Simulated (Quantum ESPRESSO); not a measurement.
# Ge (I4_1/amd) in Quantum ESPRESSO: further runs, part 2 of 3

Quantum ESPRESSO 7.5.

### 3 Phonons, LDA, target pressure 10 GPa, at which the enthalpy is minimised

The input, pw.in:

```
&CONTROL
  calculation = 'scf'
  prefix = 'pwscf'
  outdir = './tmp'
  pseudo_dir = './pseudo'
  tprnfor = .true.
  tstress = .true.
  disk_io = 'low'
/
&SYSTEM
  ibrav = 0
  celldm(1) = 8
  nat = 2
  ntyp = 1
  ecutwfc = 78
  nbnd = 21
  occupations = 'smearing'
  smearing = 'mv'
  degauss = 0.01469973
/
&ELECTRONS
  conv_thr = 4d-10
  electron_maxstep = 120
  mixing_beta = 0.5
/
ATOMIC_SPECIES
Ge    72.6300 Ge.upf
CELL_PARAMETERS alat
 -0.6081350599468   0.6081350599468   0.3300908973422
  0.6081350599468  -0.6081350599468   0.3300908973422
  0.6081350599468   0.6081350599468  -0.3300908973422
ATOMIC_POSITIONS crystal
Ge     0.5000000000    0.5000000000    0.0000000000
Ge     0.2500000000    0.7500000000    0.5000000000
K_POINTS automatic
9 9 9 0 0 0
```

The input, relax.in:

```
&CONTROL
  calculation = 'vc-relax'
  prefix = 'pwscf'
  outdir = './tmp'
  pseudo_dir = './pseudo'
  tprnfor = .true.
  tstress = .true.
  disk_io = 'low'
  nstep = 40
  forc_conv_thr = 0.0001
  etot_conv_thr = 1d-06
/
&SYSTEM
  ibrav = 0
  celldm(1) = 8
  nat = 2
  ntyp = 1
  ecutwfc = 78
  nbnd = 21
  occupations = 'smearing'
  smearing = 'mv'
  degauss = 0.01469973
/
&ELECTRONS
  conv_thr = 4d-10
  electron_maxstep = 120
  mixing_beta = 0.5
/
&IONS
  ion_dynamics = 'bfgs'
/
&CELL
  cell_dynamics = 'bfgs'
  press = 100
  press_conv_thr = 0.2
/
ATOMIC_SPECIES
Ge    72.6300 Ge.upf
CELL_PARAMETERS alat
 -0.6081350599468   0.6081350599468   0.3300908973422
  0.6081350599468  -0.6081350599468   0.3300908973422
  0.6081350599468   0.6081350599468  -0.3300908973422
ATOMIC_POSITIONS crystal
Ge     0.5000000000    0.5000000000    0.0000000000
Ge     0.2500000000    0.7500000000    0.5000000000
K_POINTS automatic
9 9 9 0 0 0
```

The input, scf2.in:

```
&CONTROL
  calculation = 'scf'
  prefix = 'pwscf'
  outdir = './tmp'
  pseudo_dir = './pseudo'
  tprnfor = .true.
  tstress = .true.
  disk_io = 'low'
/
&SYSTEM
  ibrav = 0
  celldm(1) = 8
  nat = 2
  ntyp = 1
  ecutwfc = 78
  nbnd = 21
  occupations = 'smearing'
  smearing = 'mv'
  degauss = 0.01469973
/
&ELECTRONS
  conv_thr = 1d-13
  electron_maxstep = 120
  mixing_beta = 0.5
  startingpot = 'file'
  startingwfc = 'file'
/
ATOMIC_SPECIES
Ge    72.6300 Ge.upf
CELL_PARAMETERS alat
 -0.5833612610570   0.5833612610570   0.3146048264549
  0.5833612610570  -0.5833612610570   0.3146048264549
  0.5833612610570   0.5833612610570  -0.3146048264549
ATOMIC_POSITIONS crystal
Ge     0.5000000000    0.5000000000    0.0000000000
Ge     0.2500000000    0.7500000000    0.5000000000
K_POINTS automatic
9 9 9 0 0 0
```

The input, ph.in:

```
phonons of Ge
&INPUTPH
  prefix = 'pwscf'
  outdir = './tmp'
  tr2_ph = 1d-18
  fildyn = 'dyn'
  niter_ph = 90
  alpha_mix(1) = 0.4
/
0.0000000000 0.0000000000 0.0000000000
```

The input, dynmat.in:

```
&INPUT
  fildyn = 'dyn'
  asr = 'crystal'
  filout = 'dynmat.disp'
  fileig = 'dynmat.eig'
/
```

Potentials or basis: PseudoDojo 0.4.1 SR LDA standard.

Command:

```sh
> OMP_NUM_THREADS=1 mpirun -n 4 pw.x -nk 4 -in pw.in > pw.out
> OMP_NUM_THREADS=1 mpirun -n 4 pw.x -nk 4 -in relax.in > relax.out
> OMP_NUM_THREADS=1 mpirun -n 4 pw.x -nk 4 -in scf2.in > scf2.out
> OMP_NUM_THREADS=1 mpirun -n 4 ph.x -nk 4 -in ph.in > ph.out
> OMP_NUM_THREADS=1 mpirun -n 1 dynmat.x -in dynmat.in > dynmat.out
```

pw.out:

```text
This program is part of the open-source Quantum ESPRESSO suite
     for quantum simulation of materials; please cite
[... 6 lines left out ...]
     using ibrav=0 with symmetry is DISCOURAGED, use correct ibrav instead

     K-points division:     npool     =       4
     Subspace diagonalization in iterative solution of the eigenvalue problem:
     a serial algorithm will be used

     G-vector sticks info
     --------------------
     sticks:   dense  smooth     PW     G-vecs:    dense   smooth      PW
     Sum         897     897    285                23271    23271    4133

     Using Slab Decomposition

     bravais-lattice index     =            0
     lattice parameter (alat)  =       8.0000  a.u.
     unit-cell volume          =     250.0136 (a.u.)^3
     number of atoms/cell      =            2
     number of atomic types    =            1
     number of electrons       =        28.00
     number of Kohn-Sham states=           21
     kinetic-energy cutoff     =      78.0000  Ry
     charge density cutoff     =     312.0000  Ry
     scf convergence threshold =      4.0E-10
     mixing beta               =       0.5000
     number of iterations used =            8  plain     mixing
     Exchange-correlation= SLA  PW   NOGX NOGC
                           (   1   4   0   0   0   0   0)

     celldm(1)=   8.000000  celldm(2)=   0.000000  celldm(3)=   0.000000
     celldm(4)=   0.000000  celldm(5)=   0.000000  celldm(6)=   0.000000

     crystal axes: (cart. coord. in units of alat)
               a(1) = (  -0.608135   0.608135   0.330091 )
               a(2) = (   0.608135  -0.608135   0.330091 )
               a(3) = (   0.608135   0.608135  -0.330091 )

     reciprocal axes: (cart. coord. in units 2 pi/alat)
               b(1) = (  0.000000  0.822186  1.514734 )
               b(2) = (  0.822186  0.000000  1.514734 )
               b(3) = (  0.822186  0.822186  0.000000 )

     PseudoPot. # 1 for Ge read from file:
     Ge.upf
     Pseudo is Norm-conserving + core correction, Zval = 14.0
     Generated using ONCVPSP code by D. R. Hamann
     Using radial grid of 1524 points,  6 beta functions with:
                l(1) =   0
                l(2) =   0
                l(3) =   1
                l(4) =   1
                l(5) =   2
                l(6) =   2

     atomic species   valence    mass     pseudopotential
     Ge               14.00    72.63000     Ge( 1.00)

     16 Sym. Ops., with inversion, found ( 8 have fractional translation)

   Cartesian axes

     site n.     atom                  positions (alat units)
         1        Ge     tau(   1) = (   0.0000000   0.0000000   0.3300909  )
         2        Ge     tau(   2) = (   0.6081351  -0.0000000   0.1650454  )

     number of k points=    75  Marzari-Vanderbilt smearing, width (Ry)=  0.0147
                       cart. coord. in units 2pi/alat
        k(    1) = (   0.0000000   0.0000000   0.0000000), wk =   0.0027435
        k(    2) = (   0.0913540   0.0913540   0.0000000), wk =   0.0109739
        k(    3) = (   0.1827080   0.1827080   0.0000000), wk =   0.0109739
        k(    4) = (   0.2740619   0.2740619   0.0000000), wk =   0.0109739
        k(    5) = (   0.3654159   0.3654159   0.0000000), wk =   0.0109739
        k(    6) = (   0.0913540   0.0000000   0.1683038), wk =   0.0219479
[... 67 lines left out ...]
        k(   74) = (   0.0000000   0.0000000   1.3464305), wk =   0.0054870
        k(   75) = (  -0.0000000   0.7308318  -0.0000000), wk =   0.0109739

     Dense  grid:    23271 G-vectors     FFT dimensions: (  48,  48,  48)

     Initial potential from superposition of free atoms

     starting charge      27.9987, renormalised to      28.0000
     Starting wfcs are   18 randomized atomic wfcs +    3 random wfcs

     Self-consistent Calculation

     iteration #  1     ecut=    78.00 Ry     beta= 0.50
     Davidson diagonalization with overlap
     ethr =  1.00E-02,  avg # of iterations =  3.5

     Threshold (ethr) on eigenvalues was too large:
     Diagonalizing with lowered threshold

     Davidson diagonalization with overlap
     ethr =  2.87E-05,  avg # of iterations =  5.6

     total energy              =    -356.91204942 Ry
     estimated scf accuracy    <       0.00828166 Ry

     iteration #  2     ecut=    78.00 Ry     beta= 0.50
     Davidson diagonalization with overlap
     ethr =  2.96E-05,  avg # of iterations =  1.0
[... 36 lines left out ...]
     total energy              =    -356.91239997 Ry
     estimated scf accuracy    <          9.8E-09 Ry

     iteration #  8     ecut=    78.00 Ry     beta= 0.50
     Davidson diagonalization with overlap
     ethr =  3.51E-11,  avg # of iterations =  1.9

     End of self-consistent calculation

          k = 0.0000 0.0000 0.0000 (  2931 PWs)   bands (ev):

   -12.7919 -12.7476 -12.7173 -12.7155 -12.6106 -12.6106 -12.6042 -12.6042
   -12.5432 -12.4757  -1.2764   7.8483   9.7201   9.7201  15.4138  19.5605
    19.5605  20.0965  20.2854  23.6088  24.5877

          k = 0.0914 0.0914 0.0000 (  2927 PWs)   bands (ev):

   -12.7853 -12.7488 -12.7194 -12.7114 -12.6135 -12.6073 -12.6025 -12.6018
   -12.5472 -12.4825  -1.1404   6.7967   9.8691  10.4676  16.1064  18.2896
    18.8648  20.1620  20.3791  24.5019  24.5135
[... 151 lines left out ...]
          k = 0.3654 0.3654 0.3366 (  2904 PWs)   bands (ev):

   -12.7195 -12.7099 -12.6996 -12.6876 -12.6360 -12.6105 -12.5928 -12.5922
   -12.5703 -12.5471   1.8037   2.9902  12.1859  12.7865  14.2016  14.5928
    15.3245  15.3790  23.4341  24.7183  25.6861

          k =-0.0000-0.0000 0.3366 (  2931 PWs)   bands (ev):

   -12.7827 -12.7044 -12.6888 -12.6471 -12.6471 -12.6399 -12.6163 -12.6163
   -12.5468 -12.4833  -0.3466   8.6710  10.5111  10.5111  14.9491  15.0006
    16.3065  18.1236  18.1236  22.4534  22.4534

          k = 0.2741 0.1827 0.5049 (  2909 PWs)   bands (ev):

   -12.7561 -12.6968 -12.6747 -12.6697 -12.6550 -12.6279 -12.5964 -12.5726
   -12.5651 -12.5150   1.6704   6.1990  10.2119  11.2253  12.5071  14.4146
    16.7816  17.2299  19.6804  21.1175  21.9820
[... 25 lines left out ...]
          k = 0.4568 0.2741 0.6732 (  2902 PWs)   bands (ev):

   -12.7473 -12.7153 -12.6954 -12.6769 -12.6387 -12.5982 -12.5943 -12.5619
   -12.5438 -12.5306   4.3181   5.3502   7.5107   9.2864  13.8642  15.1475
    17.3076  17.5752  20.4753  21.1287  21.9777

          k =-0.0000-0.1827 0.6732 (  2902 PWs)   bands (ev):

   -12.7566 -12.6936 -12.6809 -12.6625 -12.6617 -12.6413 -12.6035 -12.5644
   -12.5371 -12.5031   2.6094   7.7159   9.5604  10.7232  10.9586  13.1978
    15.0131  16.8668  20.4048  21.3857  24.5650

          k = 0.0914-0.0914 0.6732 (  2893 PWs)   bands (ev):

   -12.7567 -12.6926 -12.6829 -12.6652 -12.6489 -12.6454 -12.6140 -12.5618
   -12.5374 -12.5002   2.4846   8.3251   9.1710  10.8725  11.6590  12.1446
    15.7635  15.7676  19.8011  23.0244  23.5476
[... 109 lines left out ...]
          k = 0.0000 0.0000 0.6732 (  2907 PWs)   bands (ev):

   -12.7541 -12.6875 -12.6875 -12.6755 -12.6406 -12.6406 -12.6242 -12.5588
   -12.5386 -12.4980   2.3578   8.8422   9.6118  11.0220  11.0220  11.8777
    15.5757  15.5757  18.9937  24.3872  24.3872

          k =-0.0000-0.0914 0.8415 (  2892 PWs)   bands (ev):

   -12.7416 -12.6877 -12.6834 -12.6579 -12.6476 -12.6415 -12.6272 -12.5695
   -12.5346 -12.5124   4.0557   6.6578   7.8700   9.7289  10.2539  13.4299
    16.6595  17.3418  21.4061  24.6581  25.6631

          k = 0.0000-0.1827 1.0098 (  2905 PWs)   bands (ev):

   -12.7322 -12.6848 -12.6737 -12.6555 -12.6410 -12.6325 -12.6237 -12.5825
   -12.5651 -12.5361   3.8163   5.1648   8.4405   8.4839  10.1870  15.1388
    18.2499  20.0216  23.9035  24.5602  25.7012
[... 49 lines left out ...]
          k = 0.1827 0.5481-0.0000 (  2907 PWs)   bands (ev):

   -12.7539 -12.7503 -12.6835 -12.6527 -12.6335 -12.6134 -12.5924 -12.5899
   -12.5752 -12.5658   1.3962   2.5337   8.4872   9.6484  17.6074  18.4631
    19.0635  19.4549  24.2620  25.0064  25.2102

          k =-0.0000-0.0000 1.0098 (  2912 PWs)   bands (ev):

   -12.7264 -12.6683 -12.6683 -12.6655 -12.6473 -12.6325 -12.6325 -12.5793
   -12.5675 -12.5394   4.4742   5.2674   8.2410   8.2410   8.5712  16.1912
    19.0854  19.0854  23.4569  25.9710  25.9710

          k = 0.0000-0.0914 1.1781 (  2921 PWs)   bands (ev):

   -12.7238 -12.7084 -12.6447 -12.6403 -12.6328 -12.6289 -12.6183 -12.6056
   -12.5918 -12.5690   3.5380   4.0492   7.1797   7.6153  11.2700  18.5925
    21.1677  21.4478  25.2777  25.4507  26.7661
[... 31 lines left out ...]
          k =-0.0000 0.7308-0.0000 (  2930 PWs)   bands (ev):

   -12.7538 -12.7531 -12.6416 -12.6262 -12.6184 -12.6131 -12.6075 -12.6003
   -12.5979 -12.5967   2.7096   3.1735   6.2410   6.7096  18.2133  18.2275
    22.1869  22.7195  27.1070  27.1077  27.1351

     the Fermi energy is    12.0577 ev

!    total energy              =    -356.91239997 Ry
     estimated scf accuracy    <          3.0E-10 Ry
     smearing contrib. (-TS)   =      -0.00020731 Ry
     internal energy E=F+TS    =    -356.91219266 Ry

     The total energy is F=E-TS. E is the sum of the following terms:
     one-electron contribution =    -137.18392413 Ry
     hartree contribution      =      90.20704042 Ry
     xc contribution           =     -85.85243985 Ry
     ewald contribution        =    -224.08286910 Ry

     convergence has been achieved in   8 iterations

     Forces acting on atoms (cartesian axes, Ry/au):

     atom    1 type  1   force =     0.00000000    0.00000000    0.00000000
     atom    2 type  1   force =     0.00000000    0.00000000    0.00000000

     Total force =     0.000000     Total SCF correction =     0.000000

     Computing stress (Cartesian axis) and pressure

          total   stress  (Ry/bohr**3)                   (kbar)     P=      -26.58
  -0.00018844  -0.00000000  -0.00000000          -27.72       -0.00       -0.00
  -0.00000000  -0.00018844  -0.00000000           -0.00      -27.72       -0.00
  -0.00000000  -0.00000000  -0.00016527           -0.00       -0.00      -24.31

=------------------------------------------------------------------------------=
   JOB DONE.
=------------------------------------------------------------------------------=
```

Run time: 5.4 min. Hardware: 4 MPI ranks of Intel Xeon 6975P-C (Granite Rapids), shared host; peak memory 0.32 GiB.

Results:

- Free energy: -4855.9561 eV
- Relaxed volume: 16.25 Å³/atom
- Relaxed cell: a = 3.738 Å, b = 3.738 Å, c = 3.738 Å, α = 97.29°, β = 97.29°, γ = 138.25°
- Space group after relaxing (to 0.05 Å): I4_1/amd (No. 141)
- Pressure after relaxing: 10.0 GPa
- Band gap on the k mesh: none (metal or under the smearing width)
- Highest phonon frequency at Γ: 199 cm⁻¹

The path:
| step | energy change (eV) | largest force (eV/Å) | pressure (GPa) | volume (Å³) |
| --- | --- | --- | --- | --- |
| 1 | 0.0000 | 0.0000 | -2.66 | 37.05 |
| 2 | -0.0012 | 0.0000 | 2.80 | 34.71 |
| 3 | 0.1153 | 0.0000 | 11.82 | 32.04 |
| 4 | 0.0813 | 0.0000 | 9.82 | 32.54 |
| 5 | 0.0841 | 0.0000 | 9.99 | 32.50 |
| 6 | 0.0856 | 0.0000 | 10.08 | 32.47 |
| 7 | 0.0861 | 0.0000 | 10.12 | 32.46 |
| 8 | 0.0859 | 0.0000 | 10.10 | 32.47 |
| 9 | 0.0849 | 0.0000 | 10.04 | 32.48 |
| 10 | 0.0842 | 0.0000 | 10.00 | 32.49 |

Final structure:
```cif
data_structure
_symmetry_space_group_name_H-M 'P 1'
_symmetry_Int_Tables_number 1
_cell_length_a 3.7379
_cell_length_b 3.7379
_cell_length_c 3.7379
_cell_angle_alpha 97.294
_cell_angle_beta 97.294
_cell_angle_gamma 138.252
_cell_volume 32.49
loop_
_atom_site_label
_atom_site_type_symbol
_atom_site_fract_x
_atom_site_fract_y
_atom_site_fract_z
_atom_site_occupancy
Ge1 Ge 0.50000 0.50000 0.00000 1
Ge2 Ge 0.25000 0.75000 0.50000 1
```

Phonon frequencies in cm⁻¹ (negative: imaginary):
```
              q point          frequencies
(0.000, 0.000, 0.000)  -2 -2 -2 84 199 199
```

Optical modes at Γ, degenerate ones joined:
```csv
cm⁻¹,components,symmetry,active in
84,1,B1g,Raman
199,2,Eg,Raman
```

Caveat: the cell is more than 3 GPa from zero pressure, which shifts response properties.

(Part 2 of 3 ends here.)
